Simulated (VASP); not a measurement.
VASP 6.6.1, r²SCAN single-point calculation, GaN (strained database structure)

INCAR

```
LASPH = .TRUE.
LCHARG = .FALSE.
EDIFF = 1E-7
METAGGA = R2SCAN
ISIF = 2
LWAVE = .FALSE.
ISMEAR = 0
SIGMA = 0.01
ALGO = Normal
IBRION = -1
PREC = Accurate
NELM = 120
LREAL = .FALSE.
NBANDS = 16
ENCUT = 520
NSW = 0
```

KPOINTS

```
KPOINTS created by Atomic Simulation Environment
0
Gamma
10 10 10
0 0 0
```

KPOINTS_OPT

```
special points
6
Reciprocal
0.0000000000 0.0000000000 0.0000000000 1
-0.5000000000 -0.5000000000 0.0000000000 1
-0.3750000000 -0.3750000000 0.2500000000 1
-0.3750000000 0.0000000000 0.3750000000 1
0.0000000000 0.0000000000 0.5000000000 1
-0.5000000000 -0.2500000000 0.2500000000 1
```

POSCAR

```
Ga N
 1.0000000000000000
     0.0000000000000000    2.3571272452000001    2.1247222484999999
     2.3571272452000001    0.0000000000000000    2.1247222484999999
     2.3571272452000001    2.3571272452000001    0.0000000000000000
 Ga  N
   1   1
Cartesian
  0.0000000000000000  0.0000000000000000  0.0000000000000000
  3.5356908678000001  3.5356908678000001  3.1870833727500005
```

VASP ran with the recommended PBE PAW datasets (18 valence electrons in the cell).

Command

```
mpirun -np 1 vasp_std
```

From OUTCAR

```
k-points           NKPTS =    102   k-points in BZ     NKDIM =    102   number of bands    NBANDS=     16

   NELECT =      18.0000    total number of electrons

   dimension x,y,z NGX =    24 NGY =   24 NGZ =   28
   dimension x,y,z NGXF=    48 NGYF=   48 NGZF=   56

  energy-cutoff  :      520.00
  volume of cell :       23.61
      direct lattice vectors                 reciprocal lattice vectors
     0.000000000  2.357127245  2.124722248    -0.212122617  0.212122617  0.235324876
     2.357127245  0.000000000  2.124722248     0.212122617 -0.212122617  0.235324876
     2.357127245  2.357127245  0.000000000     0.212122617  0.212122617 -0.235324876

 k-points in reciprocal lattice and weights: KPOINTS created by Atomic Simulation Env
   0.00000000  0.00000000  0.00000000       0.001
   0.10000000  0.00000000  0.00000000       0.008
   0.20000000  0.00000000  0.00000000       0.008
   0.30000000  0.00000000  0.00000000       0.008
   0.40000000  0.00000000  0.00000000       0.008
   0.50000000  0.00000000  0.00000000       0.004
   0.10000000  0.10000000  0.00000000       0.002
   0.20000000  0.10000000  0.00000000       0.008
   ...

 E-fermi :   5.0970

 k-point     1 :       0.0000    0.0000    0.0000
  band No.  band energies     occupation
      1     -11.7596      2.00000
      2      -9.1715      2.00000
      3      -9.1712      2.00000
      4      -9.0795      2.00000
      5      -8.8346      2.00000
      6      -8.8333      2.00000
      7       4.5544      2.00000
      8       4.5548      2.00000
      9       4.9497      2.00000
     10       6.5720      0.00000
     11      15.3436      0.00000
     12      15.6675      0.00000
     13      15.6676      0.00000
     14      22.8582      0.00000
     15      23.1371      0.00000
     16      23.1373      0.00000

 k-point     2 :       0.1000    0.0000    0.0000
  band No.  band energies     occupation
      1     -11.6548      2.00000
      2      -9.1587      2.00000
      3      -9.1401      2.00000
      4      -9.0590      2.00000
      5      -8.8346      2.00000
      6      -8.8332      2.00000
      7       3.5642      2.00000
      8       4.4267      2.00000
      9       4.7491      2.00000
     10       7.4645      0.00000
     11      14.8534      0.00000
     12      15.7403      0.00000
     13      15.8203      0.00000
     14      21.7541      0.00000
     15      21.9651      0.00000
     16      23.8839      0.00000

 k-point     3 :       0.2000    0.0000    0.0000
  band No.  band energies     occupation
      1     -11.3902      2.00000
      2      -9.1302      2.00000
      3      -9.0772      2.00000
      4      -8.9436      2.00000
      5      -8.8244      2.00000
      6      -8.8243      2.00000
      7       1.7632      2.00000
      8       4.1114      2.00000
      9       4.5370      2.00000
     10       8.5941      0.00000
     11      13.9816      0.00000
     12      15.6998      0.00000
     13      16.3347      0.00000
     14      20.9953      0.00000
     15      21.4635      0.00000
     16      23.8067      0.00000

 k-point     4 :       0.3000    0.0000    0.0000
  band No.  band energies     occupation
      1     -11.1033      2.00000
      2      -9.1055      2.00000
      3      -9.0416      2.00000
      4      -8.8521      2.00000
      5      -8.8015      2.00000
      6      -8.5462      2.00000
      7      -0.0775      2.00000
      8       3.7529      2.00000
      9       4.3097      2.00000
     10       9.2481      0.00000
     11      13.6437      0.00000
     12      15.3395      0.00000
     13      16.7032      0.00000
     14      20.6353      0.00000
     15      22.4646      0.00000
     16      23.4351      0.00000

 k-point     5 :       0.4000    0.0000    0.0000
  band No.  band energies     occupation
      1     -10.9231      2.00000
      2      -9.0947      2.00000
      3      -9.0262      2.00000
      4      -8.8350      2.00000
      5      -8.7728      2.00000
      6      -8.0083      2.00000
      7      -1.5893      2.00000
      8       3.4828      2.00000
      9       4.1406      2.00000
     10       9.4049      0.00000
     11      13.8420      0.00000
     12      14.9522      0.00000
     13      16.6763      0.00000
     14      20.6443      0.00000
     15      24.1436      0.00000
     16      24.3042      0.00000

 k-point     6 :       0.5000    0.0000    0.0000
  band No.  band energies     occupation
      1     -10.8683      2.00000
      2      -9.0925      2.00000
      3      -9.0228      2.00000
      4      -8.8272      2.00000
      5      -8.7595      2.00000
      6      -7.7016      2.00000
      7      -2.2277      2.00000
      8       3.3836      2.00000
      9       4.0789      2.00000
     10       9.4021      0.00000
     11      14.0153      0.00000
     12      14.7986      0.00000
     13      16.5743      0.00000
     14      20.7357      0.00000
     15      25.1880      0.00000
     16      25.2134      0.00000

 k-point     7 :       0.1000    0.1000    0.0000
  band No.  band energies     occupation
      1     -11.6050      2.00000
      2      -9.1474      2.00000
      3      -9.1471      2.00000
      4      -9.0452      2.00000
      5      -8.8311      2.00000
      6      -8.8246      2.00000
      7       3.7350      2.00000
      8       4.2126      2.00000
      9       4.2129      2.00000
     10       7.8967      0.00000
     11      14.3099      0.00000
     12      15.8419      0.00000
     13      15.8420      0.00000
     14      22.8176      0.00000
     15      23.6181      0.00000
     16      24.1349      0.00000

 k-point     8 :       0.2000    0.1000    0.0000
  band No.  band energies     occupation
      1     -11.3857      2.00000
      2      -9.1169      2.00000
      3      -9.1056      2.00000
      4      -8.9795      2.00000
      5      -8.8120      2.00000
      6      -8.7957      2.00000
      7       2.2623      2.00000
      8       3.8347      2.00000
      9       4.1639      2.00000
     10       8.8646      0.00000
     11      13.4805      0.00000
     12      15.9723      0.00000
     13      16.1112      0.00000
     14      21.1660      0.00000
     15      23.1541      0.00000
     16      23.4860      0.00000

 k-point     9 :       0.3000    0.1000    0.0000
  band No.  band energies     occupation
      1     -11.1129      2.00000
      2      -9.0882      2.00000
      3      -9.0608      2.00000
      4      -8.9137      2.00000
      5      -8.7905      2.00000
      6      -8.5538      2.00000
      7       0.4841      2.00000
      8       3.4576      2.00000
      9       4.0052      2.00000
     10       9.5940      0.00000
     11      13.1884      0.00000
     12      15.8111      0.00000
     13      16.1292      0.00000
     14      20.4937      0.00000
     15      23.1090      0.00000
     16      23.6814      0.00000

 k-point    10 :       0.4000    0.1000    0.0000
  band No.  band energies     occupation
      1     -10.9193      2.00000
      2      -9.0737      2.00000
      3      -9.0344      2.00000
      4      -8.8830      2.00000
      5      -8.7666      2.00000
      6      -8.0517      2.00000
      7      -1.1128      2.00000
      8       3.2131      2.00000
      9       3.7607      2.00000
     10       9.8389      0.00000
     11      13.4706      0.00000
     12      15.4610      0.00000
     13      15.9046      0.00000
     14      20.6609      0.00000
     15      23.5824      0.00000
     16      24.9077      0.00000

 k-point    11 :       0.5000    0.1000    0.0000
  band No.  band energies     occupation
      1     -10.8430      2.00000
      2      -9.0705      2.00000
      3      -9.0252      2.00000
      4      -8.8540      2.00000
      5      -8.7593      2.00000
      6      -7.6443      2.00000
      7      -2.0268      2.00000
      8       3.1726      2.00000
      9       3.5494      2.00000
     10       9.8950      0.00000
     11      13.4925      0.00000
     12      15.2084      0.00000
     13      16.1258      0.00000
     14      21.0988      0.00000
     15      24.3473      0.00000
     16      25.3304      0.00000

 k-point    12 :      -0.4000    0.1000    0.0000
  band No.  band energies     occupation
      1     -10.8674      2.00000
      2      -9.0731      2.00000
      3      -9.0226      2.00000
      4      -8.8374      2.00000
      5      -8.7786      2.00000
      6      -7.8056      2.00000
      7      -1.7470      2.00000
      8       3.3455      2.00000
      9       3.4538      2.00000
     10       9.9682      0.00000
     11      13.2483      0.00000
     12      15.2123      0.00000
     13      16.3573      0.00000
     14      21.4670      0.00000
     15      23.7335      0.00000
     16      25.0219      0.00000

 ...

  Total       -1.4941690     -1.4941690      0.1246280      0.0000000      0.0000000      0.0000000
  in kB     -101.3939599   -101.3939599      8.4572265      0.0000000      0.0000000      0.0000000
  external PRESSURE =     -64.7768977 kB  Pullay stress =       0.0000000 kB

 POSITION                                       TOTAL-FORCE (eV/Angst)
 -----------------------------------------------------------------------------------
      0.00000      0.00000      0.00000         0.000000      0.000000      0.000000
      3.53569      3.53569      3.18708        -0.000000     -0.000000      0.000000
 -----------------------------------------------------------------------------------
    total drift:                                0.000178      0.000178     -0.000037

  FREE ENERGIE OF THE ION-ELECTRON SYSTEM (eV)
  ---------------------------------------------------
  free  energy   TOTEN  =       -21.8239666543 eV

  energy  without entropy=      -21.8239666543  energy(sigma->0) =      -21.82396665
```

| Quantity | Value |
| --- | --- |
| gap between bands v and c | 1.62 eV |
| least direct gap | 1.62 eV |
| pressure | -6.5 GPa |

Band v is the last that the valence electrons fill when counted band by band, and c is the next.

The run took about 2.4 min on one core of a shared host (Intel Xeon Platinum 8488C) and held 0.2 GiB at most.
